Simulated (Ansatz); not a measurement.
BaSnO3 (cubic perovskite)

```yaml
crystal:
  lattice:
    - [4.17608, 0.00000, 0.00000]
    - [0.00000, 4.17608, 0.00000]
    - [0.00000, 0.00000, 4.17608]
  atoms:
    - { symbol: Ba, position: [0.00000, 0.00000, 0.00000] }
    - { symbol: Sn, position: [0.50000, 0.50000, 0.50000] }
    - { symbol: O, position: [0.00000, 0.50000, 0.50000] }
    - { symbol: O, position: [0.50000, 0.50000, 0.00000] }
    - { symbol: O, position: [0.50000, 0.00000, 0.50000] }
```

In each cell atom 2 (Sn, nearest neighbour O at 2.088 Å; its periodic images, 4.2 Å or more away, move with it) moves by s·(1.000, 0.000, 0.000) (along Cartesian x), the rest being held.

Level of theory: PBE (plane waves to 420 eV, PAW, scalar-relativistic; Ansatz, an electronic-structure program). k mesh 7×7×7 (Γ-centred), Fermi-Dirac smearing 0.05 eV. The energy includes the smearing's −TS. Left out: 2 of 11 points, with atoms too close for the PAW data. BaSnO3 was relaxed with its symmetry unable to fall. The zero of ΔE is the undisplaced structure.

| s (Å) | ΔE (meV/cell) |
|---|---|
| -0.504 | withheld |
| -0.378 | 1625 |
| -0.252 | 579 |
| -0.126 | 124 |
| 0.000 | 0 |
| 0.126 | 124 |
| 0.252 | 579 |
| 0.378 | 1625 |
| 0.504 | withheld |

Task: Fit an even polynomial form (powers 2, 4) to the given rows and predict ΔE at s = 0.504.

Result: Least squares on the 7 given rows: ΔE = (7321)·s² + (28360)·s⁴, in meV/cell with s in Å; root-mean-square residual 0.4 meV/cell. At 0.504 the fit gives 3690 meV/cell; the calculation gives 3763 meV/cell, so the extrapolation is off by -73 (-1.9 %). The quadratic term alone would give 1860 meV/cell.

(For displaced atoms, the force is minus the slope of the energy, and its curvature is a force constant, which sets phonon frequencies.)
